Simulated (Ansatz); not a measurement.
A plane-wave DFT run in Ansatz 0.2.0 (scalar-relativistic PAW potentials unless the input names others): input and command.

```yaml
crystal:
  lattice:
    - [-1.5917793224, 1.5917793224, -1.5917793224]
    - [-1.5917793224, -1.5917793224, 1.5917793224]
    - [0.0, 6.8974473756, 6.8974473756]
  atoms:
    - { symbol: W, position: [0.0, 0.0, 0.8077231076] }
    - { symbol: W, position: [0.5, 0.5, 0.1153890154] }
    - { symbol: W, position: [0.0, 0.0, 0.3461670461] }
    - { symbol: W, position: [0.5, 0.5, 0.5769450768] }
basis:
  ecutwfc: 420
kpoints:
  mp_grid: { grid: [22, 22, 7] }
hamiltonian:
  xcs: pbe
scf:
  occupations: { method: gaussian, width: 0.15 }
  max_iter: 50
output:
  forces: true
  eigenvalues: true
  stress: true
```

```bash
ansatz run input.yaml --threads 2 --pin off --max-ram 5120MiB --backend cpu --events-out ev --progress --plain --runs-dir out
```

Question: What will the program do with this input?

Answer: The program refuses it, because of a misspelt key (the key hamiltonian.xc typed as xcs). With the key spelt rightly it is accepted.

Abridged log:
```
Error: YAML parse error: error: line 16 column 3: unknown field `xcs`, expected one of xc, dispersion, noncollinear_xc, pseudopotentials, hubbard, deformation_potential_offset, integrals
  --> <input>:16:3
   |
14 |   mp_grid: { grid: [22, 22, 7] }
15 | hamiltonian:
16 |   xcs: pbe
   |   ^ unknown field `xcs`, expected one of xc, dispersion, noncollinear_xc, pseudopotentials, hubbard, deformation_potential_offset, integrals
17 | scf:
18 |   occupations: { method: gaussian, width: 0.15 }
   |
```